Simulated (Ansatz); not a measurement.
Runs of Ansatz 0.2.0 on Si2Ni. Symmetry: Fm-3m, No. 225, cubic system. The conventional cell has a = 5.406 Å, b = 5.406 Å, c = 5.406 Å, α = 90.00°, β = 90.00°, γ = 90.00°. Ni (site symmetry m-3m) has 8 Si at 2.34 Å as nearest neighbours. Around Si (site symmetry -43m) lie 4 Ni at 2.34 Å. 

```csv
task,level,potentials or basis,spin,U,k mesh,cutoff (eV),smearing,double counting,method,hubbard projectors,broadening,driver,gap on the mesh (eV),pressure (GPa),moment (μB)
phonons,r2SCAN+U,Ansatz PAW earlier set,"collinear, ferromagnetic start",Ni d U = 5.3 eV,6 × 6 × 6,1080,fermi-dirac 0.1 eV,amf,fd,ortho-atomic (the default),-,-,none,-,0.00
single point,PBE+U,Ansatz NC,"collinear, ferromagnetic start",Ni d U = 3.5 eV,9 × 9 × 9,1400,cold 0.025 eV,fll,-,atomic,-,-,none,2.6,0.00
optical spectrum,r2SCAN+rVV10+U,Ansatz PAW earlier set,"collinear, ferromagnetic start",Ni d U = 8 eV,9 × 9 × 9,1080,cold 0.025 eV,amf,-,atomic,0.1 eV,-,none,-,0.00
band structure,PBE+U,JTH PAW,"collinear, ferromagnetic start",Ni d U = 3 eV,9 × 9 × 9,2400,cold 0.025 eV,fll,-,ortho-atomic (the default),-,chain,none,(b),0.00
single point,PBEsol+D3(BJ)+ATM+U,Ansatz PAW earlier set,"collinear, program default start",Ni d U = 6 eV,9 × 9 × 9,920,tetrahedron,fll,-,all-electron-atomic,-,-,none,(a),0.00
single point,PBE+U,Ansatz NC,"collinear, ferromagnetic start",Ni d U = 5.3 eV,9 × 9 × 9,1400,fermi-dirac 0.15 eV,fll,-,ortho-atomic (the default),-,calculator,-,3.2,0.00
single point,PBEsol+U,Ansatz PAW earlier set,"collinear, program default start",Ni d U = 7 eV,9 × 9 × 9,1080,gaussian 0.02 eV,fll (the default),-,ortho-atomic (the default),-,-,none,-1.1,0.00
```

Alike in all rows: cell as given.

Question: Fill in the values left out.

Answer: (a) -7.6; (b) 4.0.

Caveats: the magnetic or orbital state may not be the lowest; the U is typed as a test and isn't derived for this compound; the PAW data sets come from PBE, with cores solved anew for the run's functional, which leaves a small shift of forces and pressure (some runs); pairwise dispersion overbinds metals, which lowers pressure and volume (some runs).

A k mesh can miss the band edges.

A gap of «none» marks a metal or a gap under the smearing width.

Not every run made on this cell is shown here.
